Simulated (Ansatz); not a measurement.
## Nudged elastic band run: Si₁₆Ge

Input file:

```yaml
crystal:
  lattice:
    - [0.0, 5.43, 5.43]
    - [5.43, 0.0, 5.43]
    - [5.43, 5.43, 0.0]
  atoms:
    - { symbol: Si, position: [-0.01137915, 0.00209737, 0.00315099] }
    - { symbol: Si, position: [0.12168073, 0.1279984, 0.12884845] }
    - { symbol: Si, position: [0.00040644, -0.00184169, 0.50140336] }
    - { symbol: Si, position: [0.1196838, 0.13059418, 0.62069001] }
    - { symbol: Si, position: [0.00021571, 0.50057448, -0.00073948] }
    - { symbol: Si, position: [0.11948765, 0.6199705, 0.13145404] }
    - { symbol: Si, position: [0.000174, 0.50157787, 0.50227002] }
    - { symbol: Si, position: [0.12409971, 0.62563195, 0.626695] }
    - { symbol: Si, position: [0.50636207, 0.00251131, 0.00251815] }
    - { symbol: Si, position: [0.62511024, 0.12492139, 0.12486481] }
    - { symbol: Si, position: [0.50230175, 0.00774063, 0.48849242] }
    - { symbol: Si, position: [0.62958268, 0.13075184, 0.62042876] }
    - { symbol: Si, position: [0.50159869, 0.48850584, 0.00811044] }
    - { symbol: Si, position: [0.62917168, 0.62017764, 0.13116555] }
    - { symbol: Si, position: [0.49652058, 0.50155419, 0.50216038] }
    - { symbol: Si, position: [0.62766501, 0.62225912, 0.62281433] }
    - { symbol: Ge, position: [0.37519549, 0.87478469, 0.87463297] }
basis:
  ecutwfc: 420.0
kpoints:
  mp_grid: { grid: [2, 2, 2] }
hamiltonian:
  xc: pbesol
  pseudopotentials: { kind: paw, azcp: { folder: soft_1 } }
scf:
  occupations: { method: gaussian, width: 0.02 }
  lower_state_search: "off"
neb:
  images: 4
  f_tol: 0.05
  max_iterations: 29
  order_check: false
  climbing: immediate
  final_atoms:
    - { symbol: Si, position: [-0.00046165, 0.00078192, 0.00010762] }
    - { symbol: Si, position: [0.12425568, 0.12476507, 0.12406635] }
    - { symbol: Si, position: [0.00466946, 0.00591171, 0.49497984] }
    - { symbol: Si, position: [0.12351353, 0.12550834, 0.62744686] }
    - { symbol: Si, position: [0.00460463, 0.49572062, 0.00517039] }
    - { symbol: Si, position: [0.12350386, 0.62811169, 0.12482711] }
    - { symbol: Si, position: [0.00249898, 0.49782319, 0.49714148] }
    - { symbol: Si, position: [0.13601331, 0.62374101, 0.62292408] }
    - { symbol: Si, position: [0.49657553, 0.00376445, 0.00304797] }
    - { symbol: Si, position: [0.62687957, 0.12474323, 0.1240849] }
    - { symbol: Si, position: [0.49446034, 0.00585435, 0.49503725] }
    - { symbol: Si, position: [0.62251153, 0.13710029, 0.61797421] }
    - { symbol: Si, position: [0.49441158, 0.49565972, 0.00522792] }
    - { symbol: Si, position: [0.62235632, 0.61868318, 0.13643198] }
    - { symbol: Si, position: [0.4996093, 0.50070507, 0.50003702] }
    - { symbol: Si, position: [0.61728354, 0.62360712, 0.62305657] }
    - { symbol: Ge, position: [0.74964534, 0.75067423, 0.7499962] }
```

Run as:

```bash
$ ansatz run input.yaml --threads 1 --pin off --max-ram 3072MiB --backend cpu --events-out ev --progress --plain --runs-dir out
```

Output, in part (warnings, iteration lines):

```
NEB end point (image 0): max|allowed force component| = 2.032e-2 eV/Å (the criterion of neb.relax_end_points is 1.000e-2)
NEB end point (image 5): max|allowed force component| = 2.988e-3 eV/Å (the criterion of neb.relax_end_points is 1.000e-2)
NEB iter   1: max|band force component| = 1.956e0 eV/Å  barrier→ = 1.2075 eV  barrier← = 1.2078 eV  CI = image 3  Δτ_max = 0.1703 Å  (52 SCF iters)
NEB iter   2: max|band force component| = 7.640e-1 eV/Å  barrier→ = 0.5970 eV  barrier← = 0.5972 eV  CI = image 3  Δτ_max = 0.1919 Å  (28 SCF iters)
NEB iter   3: max|band force component| = 4.221e-1 eV/Å  barrier→ = 0.3886 eV  barrier← = 0.3889 eV  CI = image 3  Δτ_max = 0.0976 Å  (29 SCF iters)
NEB iter   4: max|band force component| = 2.740e-1 eV/Å  barrier→ = 0.3503 eV  barrier← = 0.3505 eV  CI = image 2  Δτ_max = 0.1980 Å  (27 SCF iters)
NEB iter   5: max|band force component| = 5.254e-1 eV/Å  barrier→ = 0.3887 eV  barrier← = 0.3889 eV  CI = image 3  Δτ_max = 0.1022 Å  (28 SCF iters)
NEB iter   6: max|band force component| = 3.012e-1 eV/Å  barrier→ = 0.3717 eV  barrier← = 0.3719 eV  CI = image 3  Δτ_max = 0.1680 Å  (26 SCF iters)
NEB iter   7: max|band force component| = 7.107e-1 eV/Å  barrier→ = 0.3223 eV  barrier← = 0.3226 eV  CI = image 2  Δτ_max = 0.1960 Å  (27 SCF iters)
NEB iter   8: max|band force component| = 1.963e-1 eV/Å  barrier→ = 0.3348 eV  barrier← = 0.3350 eV  CI = image 2  Δτ_max = 0.1193 Å  (28 SCF iters)
NEB iter   9: max|band force component| = 3.716e-1 eV/Å  barrier→ = 0.3280 eV  barrier← = 0.3282 eV  CI = image 2  Δτ_max = 0.0542 Å  (26 SCF iters)
NEB iter  10: max|band force component| = 1.159e-1 eV/Å  barrier→ = 0.3265 eV  barrier← = 0.3267 eV  CI = image 2  Δτ_max = 0.0494 Å  (24 SCF iters)
NEB iter  11: max|band force component| = 4.816e-2 eV/Å  barrier→ = 0.3275 eV  barrier← = 0.3278 eV  CI = image 2  Δτ_max = 0.0114 Å  (23 SCF iters)
NEB iter  12: max|band force component| = 6.428e-2 eV/Å  barrier→ = 0.3273 eV  barrier← = 0.3275 eV  CI = image 2  Δτ_max = 0.0097 Å  (6 SCF iters)
NEB iter  13: max|band force component| = 4.022e-2 eV/Å  barrier→ = 0.3272 eV  barrier← = 0.3275 eV  CI = image 2  Δτ_max = 0.0000 Å  (17 SCF iters)
```

The run converged. The band force fell under the threshold earlier too, but the program's further tests of the path sent the band on. The order of the stationary point at the top wasn't checked. Limits of this set-up: coarse k mesh, PAW files made for another functional, a small cell, in which the defect meets its images.

Final band (atoms are numbered from 1 in the order of the input):

```csv
image,path coordinate (Å),energy (eV),Si1–Ge17 (Å),Si8–Ge17 (Å)
0,0.00,0.00,2.42,4.69
1,0.93,0.27,2.58,3.85
2,1.85,0.33,3.42,2.77
3,2.33,0.27,3.90,2.53
4,2.80,0.07,4.31,2.45
5,3.27,0.00,4.70,2.42
```

The run took 5.2 min on 1 thread of Arm Neoverse V2, with other jobs on the host, peak memory 0.8 GiB.
